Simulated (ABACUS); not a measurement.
Ti:

```xyz
2
Lattice="2.9500 0.0000 0.0000 -1.4750 2.5548 0.0000 0.0000 0.0000 4.6800" Properties=species:S:1:pos:R:3 pbc="T T T"
Ti    1.5420    0.8351    3.5029
Ti    0.0045    1.7191    1.1641
```

The cell isn't the ideal one: atoms moved at random, drawn with an rms of 0.05 Å.

Below is the output of ABACUS 3.10.1 for this cell. Logs are shortened: lines on timing, memory, paths and dates and some standing lists are left out, and cuts for length are marked.

```text
ABACUS v3.10.1

               Atomic-orbital Based Ab-initio Computation at UStc

 ------------------------------------------------------------------------------------

 READING GENERAL INFORMATION
                           global_out_dir = OUT.Ti/
                           global_in_card = INPUT
                               pseudo_dir = ./
                              orbital_dir =
                                    DSIZE = 4
                                    GSIZE = 1

 READING UNITCELL INFORMATION
                                    ntype = 1
                  lattice constant (Bohr) = 1.88973
              lattice constant (Angstrom) = 1

 READING ATOM TYPE 1
                               atom label = Ti
                      L=0, number of zeta = 1
                      L=1, number of zeta = 1
                      L=2, number of zeta = 1
             number of atom for this type = 2

                        TOTAL ATOM NUMBER = 2
DIRECT COORDINATES
    atom                   x                   y                   z     mag                  vx                  vy                  vz
taud_Ti1            0.6861620000        0.3268800000        0.7484870000  0.0000        0.0000000000        0.0000000000        0.0000000000
taud_Ti2            0.3379730000        0.6729080000        0.2487300000  0.0000        0.0000000000        0.0000000000        0.0000000000

                          Volume (Bohr^3) = 238.022
                             Volume (A^3) = 35.2712

 Lattice vectors: (Cartesian coordinate: in unit of a_0)
                +2.95                  +0                  +0
               -1.475            +2.55477                  +0
                   +0                  +0               +4.68
 Reciprocal vectors: (Cartesian coordinate: in unit of 2 pi/a_0)
            +0.338983           +0.195712                  -0
                   -0           +0.391424                  -0
                   +0                  -0           +0.213675
[... 214 lines left out ...]
 E_KohnSham     -237.1583097791      -3226.7043410452
 E_Harris       -241.1450744950      -3280.9470577664
 E_Fermi        1.0036888122         13.6558868641
----------------------------------------------------------
[... 75 lines left out ...]
 Density error is 4.05143196073e-09
                          Error Threshold = 4.21864355602e-11
----------------------------------------------------------
     Energy           Rydberg                 eV
----------------------------------------------------------
 E_KohnSham     -237.2009217723      -3227.2841069560
 E_KS(sigma->0) -237.2001761364      -3227.2739620582
 E_Harris       -237.2015633096      -3227.2928355188
 E_band         -23.6035001008       -321.1420941148
 E_one_elec     -82.3147173226       -1119.9491848461
 E_Hartree      48.6947964554        662.5266947438
 E_xc           -34.5041313841       -469.4527913645
 E_Ewald        -169.0753782491      -2300.3885356936
 E_entropy(-TS) -0.0014912719        -0.0202897956
 E_descf        0.0000000000         0.0000000000
 E_exx          0.0000000000         0.0000000000
 E_Fermi        0.9578947299         13.0328264103
----------------------------------------------------------

 charge density convergence is achieved
 final etot is -3227.284107 eV
 EFERMI = 13.03282641 eV

 STATE ENERGY(eV) AND OCCUPATIONS    NSPIN == 1
 1/76 kpoint (Cartesian) = 0.0000 0.0000 0.0000 (3067 pws)
       1       -43.5804     0.00333333
       2       -43.4483     0.00333333
       3       -20.2767     0.00333333
       4       -19.6614     0.00333333
       5       -19.6418     0.00333333
       6       -19.5888     0.00333333
[... 8 lines left out ...]
      15        14.2939    3.71166e-14
      16        14.3524    1.15023e-14
[... 76 lines left out ...]
       3       -20.1107     0.00333333
       4       -19.9970     0.00333333
       5       -19.9604     0.00333333
       6       -19.7874     0.00333333
[... 8 lines left out ...]
      15        14.1577    5.65555e-13
      16        16.3479    5.34666e-32

[... levels at 70 further k points ...]

------------------------------------------------------------------------------------------
 TOTAL-FORCE (eV/Angstrom)
------------------------------------------------------------------------------------------
                       Ti1        -0.0910139241         0.0467904235         0.0048586496
                       Ti2         0.0910139241        -0.0467904235        -0.0048586496
------------------------------------------------------------------------------------------

----------------------------------------------------------------
 TOTAL-STRESS (KBAR)
----------------------------------------------------------------
       -59.0032877473         6.7823941136        -0.0145128692
         6.7823941136       -52.0195310818         0.0078206703
        -0.0145128692         0.0078206703       -59.8423558970
----------------------------------------------------------------
 TOTAL-PRESSURE: -56.955058 KBAR

 --------------------------------------------
 !FINAL_ETOT_IS -3227.2841069560208780 eV
 --------------------------------------------
```

Question: Write the input and the command behind it.

Answer: Single point with PBEsol, no spin polarisation. The files as run (others can give the same):

INPUT
```
INPUT_PARAMETERS
suffix              Ti
calculation         scf
basis_type          pw
pseudo_dir          ./
symmetry            1
dft_functional      pbesol
ecutwfc             84
pseudo_rcut         7
nspin               1
nbands              16
ks_solver           dav
smearing_method     fd
smearing_sigma      0.00367493
scf_thr             1e-08
scf_nmax            100
mixing_type         broyden
mixing_beta         0.7
cal_force           1
cal_stress          1
kpar                4
```

STRU
```
ATOMIC_SPECIES
Ti 47.8670 Ti.upf

LATTICE_CONSTANT
1.8897261246

LATTICE_VECTORS
2.9500000000 0.0000000000 0.0000000000
-1.4750000000 2.5547749412 0.0000000000
0.0000000000 0.0000000000 4.6800000000

ATOMIC_POSITIONS
Direct

Ti
0.0
2
0.6861620000 0.3268800000 0.7484870000 1 1 1
0.3379730000 0.6729080000 0.2487300000 1 1 1
```

KPT
```
K_POINTS
0
Gamma
10 10 6 0 0 0
```

Potentials or basis: PseudoDojo NC SR 0.4.1 PBEsol standard, plane waves.
Run with:
```sh
$ OMP_NUM_THREADS=1 mpirun -np 4 abacus > log
```
